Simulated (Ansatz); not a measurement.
Rocksalt SrO was relaxed with r2SCAN, strained in 3 ways (changes of length per length), its atoms relaxed again with r2SCAN, and run with HSE06 in Ansatz 0.2.0. No spin polarisation and no zero-point or thermal motion.

Uniaxial -4.84 % along z, other directions held. Input:
```yaml
crystal:
  lattice:
    - [0.0, 2.5798923266, 2.455025538]
    - [2.5798923266, 0.0, 2.455025538]
    - [2.5798923266, 2.5798923266, 0.0]
  atoms:
    - { symbol: Sr, position: [0.0, 0.0, 0.0] }
    - { symbol: O, position: [0.5, 0.5, 0.5] }
kpoints:
  mp_grid: { grid: [6, 6, 6] }
  band_path:
    path:
      - [0.0, 0.0, 0.0]
      - [0.5, 0.0, 0.5]
      - [0.625, 0.25, 0.625]
      - [0.375, 0.375, 0.75]
      - [0.5, 0.5, 0.5]
      - [0.5, 0.25, 0.75]
    npoints: 1
hamiltonian:
  xc: hse06
scf:
  occupations: { method: fixed }
  n_extra_bands: 4
output:
  forces: true
  stress: true
  eigenvalues: true
```

Main results, then levels in eV from the Fermi energy at the points of the path (names of the unstrained zone, bands numbered from 0):
```
Crystal: 2 atoms, lattice volume = 32.681 Å³
Basis set: ecut = 420 eV, 621 PW (Γ)
Symmetry: 16 space group operations
Space group: I4/mmm (ITA 139)
k-points: 30 of 216
Free energy (F): -4116.925143 eV
Fermi energy:    7.418143 eV
--- Stress (GPa, compression-positive) ---
        2.409454       0.000000       0.000000
        0.000000       2.409454       0.000000
        0.000000       0.000000      11.148580
  P = ⅓ Tr σ = 5.3225 GPa (53.225 kbar)
```
```tsv
point	band_5	band_6	band_7	band_8	band_9	band_10
Γ	-0.180	-0.180	0.000	5.617	7.792	7.792
X	-0.582	-0.257	-0.020	4.742	9.761	12.302
U	-1.118	-0.733	-0.647	6.420	9.759	10.746
K	-1.094	-0.726	-0.304	6.118	9.720	10.928
L	-2.440	-1.416	-1.368	8.354	10.159	10.883
W	-1.312	-0.573	-0.278	7.447	7.617	10.840
```

With HSE06 the valence top lies at Γ and the conduction bottom at k = (-1/2, -1/2, 0), 4.53 eV higher; the smallest vertical gap, at X, is 4.76 eV. With the atoms held, the mean pressure is +5.3 GPa (compression positive). (The program warns that its thresholds are loose for a hybrid's stress.)

Question: Uniaxial +4.61 % along [111], other directions held gives these blocks instead:
```yaml
crystal:
  lattice:
    - [0.0792886908, 2.6591810174, 2.6591810174]
    - [2.6591810174, 0.0792886908, 2.6591810174]
    - [2.6591810174, 2.6591810174, 0.0792886908]
  atoms:
    - { symbol: Sr, position: [0.0, 0.0, 0.0] }
    - { symbol: O, position: [0.5, 0.5, 0.5] }
```
What comes out?

Answer:
```
Crystal: 2 atoms, lattice volume = 35.926 Å³
Basis set: ecut = 420 eV, 689 PW (Γ)
Symmetry: 12 space group operations
Space group: R-3m (ITA 166)
k-points: 32 of 216
Free energy (F): -4116.934468 eV
Fermi energy:    6.344106 eV
--- Stress (GPa, compression-positive) ---
       -4.111500      -1.872140      -1.872140
       -1.872140      -4.111500      -1.872140
       -1.872140      -1.872140      -4.111500
  P = ⅓ Tr σ = -4.1115 GPa (-41.115 kbar)
```
```tsv
point	band_5	band_6	band_7	band_8	band_9	band_10
Γ	-0.104	0.000	0.000	5.004	7.392	7.889
X	-0.594	-0.204	-0.127	4.741	9.085	11.559
U	-1.000	-0.601	-0.539	6.110	9.370	10.006
K	-1.000	-0.601	-0.539	6.110	9.370	10.006
L	-2.175	-0.969	-0.969	7.829	9.404	10.157
W	-1.139	-0.563	-0.501	7.373	7.494	9.968
```
The HSE06 gap is indirect, 4.74 eV (Γ to X), below the direct gap of 4.87 eV at X. With the atoms held, the mean pressure is -4.1 GPa (compression positive). (The program warns that its thresholds are loose for a hybrid's stress.)

Uniaxial +4.12 % along x, other directions held. These blocks change:
```yaml
crystal:
  lattice:
    - [0.0, 2.5798923266, 2.5798923266]
    - [2.6861838904, 0.0, 2.5798923266]
    - [2.6861838904, 2.5798923266, 0.0]
  atoms:
    - { symbol: Sr, position: [0.0, 0.0, 0.0] }
    - { symbol: O, position: [0.5, 0.5, 0.5] }
```

```
Crystal: 2 atoms, lattice volume = 35.758 Å³
Basis set: ecut = 420 eV, 701 PW (Γ)
Symmetry: 16 space group operations
Space group: I4/mmm (ITA 139)
k-points: 30 of 216
Free energy (F): -4116.946133 eV
Fermi energy:    6.370787 eV
--- Stress (GPa, compression-positive) ---
       -5.758151       0.000000       0.000000
        0.000000      -2.226901       0.000000
        0.000000       0.000000      -2.226901
  P = ⅓ Tr σ = -3.4040 GPa (-34.040 kbar)
```
```tsv
point	band_5	band_6	band_7	band_8	band_9	band_10
Γ	-0.076	0.000	0.000	5.044	7.568	7.873
X	-0.493	-0.221	-0.112	4.728	9.152	11.643
U	-0.971	-0.595	-0.501	6.178	9.305	10.146
K	-0.971	-0.595	-0.501	6.178	9.305	10.146
L	-2.169	-1.127	-1.091	8.004	9.496	10.401
W	-1.042	-0.426	-0.426	7.278	7.278	10.250
```

HSE06 gives an indirect gap of 4.73 eV, from Γ to X; the least direct gap is 4.84 eV at X. The mean pressure at these positions is -3.4 GPa, compression counted positive. The stress of a hybrid is loosely converged here.

The meshes of the hybrids are coarse, so their gaps aren't converged to the digits shown.
